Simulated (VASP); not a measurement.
Calculation: PBE GGA, VASP's PBE PAW potentials (set 64) (plane waves; VASP 6.6.1).

VASP input:

**POSCAR**
```
Li2O
1
    0.0000000000     2.3100000000     2.3100000000
    2.3100000000     0.0000000000     2.3100000000
    2.3100000000     2.3100000000     0.0000000000
Li O
2 1
Direct
  0.2500000000   0.2500000000   0.2500000000
  0.7500000000   0.7500000000   0.7500000000
  0.0000000000   0.0000000000   0.0000000000
```

**KPOINTS**
```
Automatic mesh
0
gamma
  8 8 8
```

### INCAR
```
# general
SYSTEM=Li2O
PREC  =Accurate
ENCUT =620   # plane-wave cut-off (eV)
LREAL =.FALSE.   # projection in real space or not
LASPH =.TRUE.   # aspherical one-centre terms

# electronic loop
EDIFF =1E-6   # SCF stop (eV)
NELM  =100
ALGO  =Normal   # blocked Davidson

# smearing
ISMEAR=0
SIGMA =0.05

# functional
GGA   =PE

# ions
IBRION=2
NSW   =40   # most ionic steps
ISIF  =3
EDIFFG=-0.02   # ionic stop

# output
LWAVE =.FALSE.
LCHARG=.FALSE.
```

POTCAR, in this order: Li_sv O (PBE.64 set). Program: vasp_std.

What VASP printed:

OSZICAR:
```
       N       E                     dE             d eps       ncg     rms          rms(c)
DAV:   1     0.447809315908E+02    0.44781E+02   -0.66193E+03   580   0.143E+03
DAV:   2    -0.107516576955E+02   -0.55533E+02   -0.52104E+02   694   0.251E+02
DAV:   3    -0.160663100841E+02   -0.53147E+01   -0.52991E+01  1026   0.648E+01
DAV:   4    -0.161269398523E+02   -0.60630E-01   -0.60574E-01   780   0.808E+00
DAV:   5    -0.161275166665E+02   -0.57681E-03   -0.57680E-03   848   0.574E-01    0.748E+00
DAV:   6    -0.143862173985E+02    0.17413E+01   -0.97089E+00   582   0.199E+01    0.289E+00
DAV:   7    -0.143525162533E+02    0.33701E-01   -0.23418E-01   658   0.416E+00    0.148E+00
DAV:   8    -0.143517167642E+02    0.79949E-03   -0.60045E-02   712   0.311E+00    0.359E-01
DAV:   9    -0.143505903068E+02    0.11265E-02   -0.71349E-03   720   0.802E-01    0.110E-01
DAV:  10    -0.143510917101E+02   -0.50140E-03   -0.10189E-03   628   0.270E-01    0.515E-02
DAV:  11    -0.143510742790E+02    0.17431E-04   -0.45179E-05   750   0.872E-02    0.111E-02
DAV:  12    -0.143510761085E+02   -0.18295E-05   -0.58056E-06   716   0.246E-02    0.212E-03
DAV:  13    -0.143510763101E+02   -0.20163E-06   -0.80194E-07   706   0.907E-03
   1 F= -.14351076E+02 E0= -.14351076E+02  d E =-.143511E+02
```

### OUTCAR
```
------------------------ aborting loop because EDIFF is reached ----------------------------------------
  FORCE on cell =-STRESS in cart. coord.  units (eV):
  Direction    XX          YY          ZZ          XY          YZ          ZX
  --------------------------------------------------------------------------------------
  Total       -0.0165740     -0.0165740     -0.0165740      0.0000000      0.0000000     -0.0000000
  in kB       -1.0771404     -1.0771404     -1.0771404      0.0000000      0.0000000     -0.0000000
  external PRESSURE =      -1.0771404 kB  Pullay stress =       0.0000000 kB
  volume of cell :       24.65
      direct lattice vectors                 reciprocal lattice vectors
     0.000000000  2.310000000  2.310000000    -0.216450216  0.216450216  0.216450216
     2.310000000  0.000000000  2.310000000     0.216450216 -0.216450216  0.216450216
     2.310000000  2.310000000  0.000000000     0.216450216  0.216450216 -0.216450216
 POSITION                                       TOTAL-FORCE (eV/Angst)
 -----------------------------------------------------------------------------------
      1.15500      1.15500      1.15500         0.000000     -0.000000     -0.000000
      3.46500      3.46500      3.46500        -0.000000      0.000000     -0.000000
      0.00000      0.00000      0.00000         0.000000     -0.000000      0.000000
 -----------------------------------------------------------------------------------
    total drift:                                0.000000      0.000000      0.000000
  FREE ENERGIE OF THE ION-ELECTRON SYSTEM (eV)
  ---------------------------------------------------
  free  energy   TOTEN  =       -14.3510763101 eV

  energy  without entropy=      -14.3510763101  energy(sigma->0) =      -14.35107631

 reached required accuracy - stopping structural energy minimisation
```
(Selected blocks of OUTCAR.)

**OUTCAR**
```
 val. band max:        1.3364265632   @ k =   0.0000   0.0000   0.0000

 cond. band min:       6.3105496515   @ k =   0.5000   0.5000   0.0000


 Fermi energy:         1.6184916212

 k-point     1 :       0.0000    0.0000    0.0000
  band No.  band energies     occupation
      1     -41.6541      2.00000
      2     -41.3245      2.00000
      3     -14.1116      2.00000
      4       1.3364      2.00000
      5       1.3364      2.00000
      6       1.3364      2.00000
      7       6.6093      0.00000
      8      13.2686      0.00000
      9      13.2686      0.00000
     10      13.2687      0.00000

 k-point     2 :       0.1250    0.0000    0.0000
  band No.  band energies     occupation
      1     -41.6397      2.00000
      2     -41.3353      2.00000
      3     -14.0819      2.00000
      4       0.8256      2.00000
      5       1.2644      2.00000
      6       1.2644      2.00000
      7       7.0258      0.00000
      8      13.2866      0.00000
      9      13.4836      0.00000
     10      13.4837      0.00000

 k-point     3 :       0.2500    0.0000    0.0000
  band No.  band energies     occupation
      1     -41.5991      2.00000
      2     -41.3666      2.00000
      3     -14.0053      2.00000
      4      -0.2139      2.00000
      5       1.1010      2.00000
      6       1.1010      2.00000
      7       8.0237      0.00000
      8      13.0608      0.00000
      9      13.7417      0.00000
     10      13.7417      0.00000

 k-point     4 :       0.3750    0.0000    0.0000
  band No.  band energies     occupation
      1     -41.5409      2.00000
      2     -41.4154      2.00000
      3     -13.9229      2.00000
      4      -1.0952      2.00000
      5       0.9505      2.00000
      6       0.9505      2.00000
      7       9.3357      0.00000
      8      12.2318      0.00000
      9      13.5588      0.00000
     10      13.5588      0.00000

 k-point     5 :       0.5000    0.0000    0.0000
...
```

The compound is Li2O in the antifluorite structure. The cell was not relaxed at this level.
